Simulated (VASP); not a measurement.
Write the native input for VASP 6.6.1 that does the following.

```yaml
Task: relaxation of cell and atoms
Functional: PBE
Dispersion: D3(BJ)
Potentials_or_basis: VASP PAW PBE potentials, release 64 (C)
Cutoff: 600 eV
k_mesh: 14 × 14 × 14
Occupations: gaussian, width 0.03 eV
Spin: no spin polarisation
Further_INCAR_settings: ALGO = Normal; EDIFF = 1e-07; IBRION = 2; EDIFFG = -0.005; NSW = 90; ISIF = 3
```

The structure of C lies in POSCAR:

```
C                                       
1.0
   -0.0000000000      1.7784468625      1.7784468625
    1.7784468625     -0.0000000000      1.7784468625
    1.7784468625      1.7784468625     -0.0000000000
  C             
     2
Direct
     0.0000000000000000    0.0000000000000000    0.0000000000000000
     0.2500000000000000    0.2500000000000000    0.2500000000000000
```

This isn't the form of C at room conditions, which is graphite.

One way to write it, as run:

INCAR

```
ALGO = Normal
EDIFF = 1E-7
EDIFFG = -0.005
ENCUT = 600
GGA = PE
IBRION = 2
ISIF = 3
ISMEAR = 0
IVDW = 12
LASPH = T
LCHARG = F
LREAL = F
LWAVE = F
NELM = 80
NSW = 90
PREC = Accurate
SIGMA = 0.03
```

KPOINTS

```
k-points
0
Gamma
  14 14 14
```

Potentials or basis: VASP PAW PBE potentials, release 64 (C).

Run with:

```bash
$ cat potpaw_PBE.64/C/POTCAR > POTCAR
$ mpirun -np 1 vasp_std > vasp.out
```

It gave:

The pressure after relaxing is 0.0 GPa, the band gap on the k mesh is 4.15 eV, indirect (least direct gap 5.61 eV) and the dispersion energy per atom is -0.193 eV.

Caveat: the relaxation stopped at its first step, so nothing moved.

It took 7.8 s on 1 thread of AMD EPYC 7R13 Processor (Zen 3) (shared host), peak memory 0.1 GiB.
